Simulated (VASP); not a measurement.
Here is a VASP 6.6.1 calculation.

INCAR

```
PREC     = Accurate       # precision mode
ENCUT    = 520            # plane-wave cutoff, eV
EDIFF    = 1E-6           # SCF threshold, eV
ISMEAR   = -1             # smearing method
SIGMA    = 0.05           # smearing width, eV
LREAL    = F              # projectors in reciprocal space
LASPH    = T              # aspherical terms in the spheres
NELM     = 100            # most SCF steps
ALGO     = Normal         # electronic algorithm
ISIF     = 2              # what is computed and relaxed
LWAVE    = F              # write WAVECAR
LCHARG   = F              # write CHGCAR
GGA      = BF             # functional
LUSE_VDW = T            
ZAB_VDW  = -1.8867      
IBRION   = 1              # ionic algorithm
NSW      = 60             # ionic steps
EDIFFG   = -0.01          # ionic threshold
ADDGRID  = T
```

The input KPOINTS:

```
regular mesh
0
Monkhorst-Pack
  10 10 10
```

File POSCAR:

```
CaO
1.0
    0.0000000000      2.4035556960      2.4035556960
    2.4035556960      0.0000000000      2.4035556960
    2.4035556960      2.4035556960      0.0000000000
Ca O
1 1
Selective dynamics
Direct
   -0.0073560000     -0.0048380000      0.0155910000  F F F
    0.4572030000      0.5194530000      0.4832470000  T T T
```

Potentials or basis: VASP PAW PBE potentials, release 64 (Ca_sv, O).

Run with:

```sh
$ cat potpaw_PBE.64/Ca_sv/POTCAR potpaw_PBE.64/O/POTCAR > POTCAR
$ mpirun -np 1 vasp_std > vasp.out
```

(1) Estimate the energy gained by relaxing.

Results:

(1) 24.0 meV/atom.
